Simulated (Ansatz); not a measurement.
# WS$_{2}$ (R3m), one atom moved over a plane

Computed with Ansatz, DFT PBEsol+D3(BJ), scalar-relativistic, plane waves, PAW. The runs took a 420 eV cutoff, a Γ-centred 12×12×12 mesh and Gaussian smearing (0.05 eV). Spin–orbit coupling is left out, which matters for the heavy elements here. No spin polarisation. Energies are free energies at this smearing, counted from the undisturbed cell; pressure is positive in compression.

The undisturbed cell (as given, not relaxed at this level; it stands at -4.2 GPa; this form isn't the usual structure):

```xyz
3
Lattice="1.5790 0.9116 6.1633 -1.5790 0.9116 6.1633 0.0000 -1.8233 6.1633" Properties=species:S:1:pos:R:3 pbc="T T T"
W     0.0000    0.0000    0.0000
S     0.0000    0.0000   13.8730
S     0.0000    0.0000   10.7427
```

Atom 1 (W) is moved by p along (0.000, 1.000, 0.000) and q along (0.000, 0.000, 1.000) (Å), all else fixed. Points are written (p, q).

Energy above the undisturbed cell in eV/cell (a dash: not computed):

```
 p \ q  -0.300  -0.150  0.000  0.150  0.300
-0.300    2.45    1.31   0.99   1.52   2.85
-0.150    1.53    0.53   0.25      –   1.87
 0.000    1.24    0.27   0.00   0.45   1.56
 0.150    1.50       –   0.24      –   1.83
 0.300    2.21    1.18   0.89   1.37   2.56
```

Pressure in GPa:

```csv
p \ q,-0.300,-0.150,0.000,0.150,0.300
-0.300,11.8,5.0,3.1,6.3,14.1
-0.150,5.3,-0.8,-2.5,–,7.2
0.000,3.3,-2.5,-4.2,-1.5,5.2
0.150,4.9,–,-2.7,–,6.9
0.300,9.2,3.0,1.2,4.1,11.2
```

Gap on the k-mesh in eV:

```csv
p \ q,-0.300,-0.150,0.000,0.150,0.300
-0.300,0.00,0.76,0.85,0.64,0.00
-0.150,0.00,0.58,0.87,–,0.00
0.000,0.00,0.66,0.97,0.49,0.00
0.150,0.00,–,0.88,–,0.00
0.300,0.00,0.52,0.75,0.36,0.00
```

Where the gap reads zero the k-mesh, chosen for the insulator, is on the coarse side.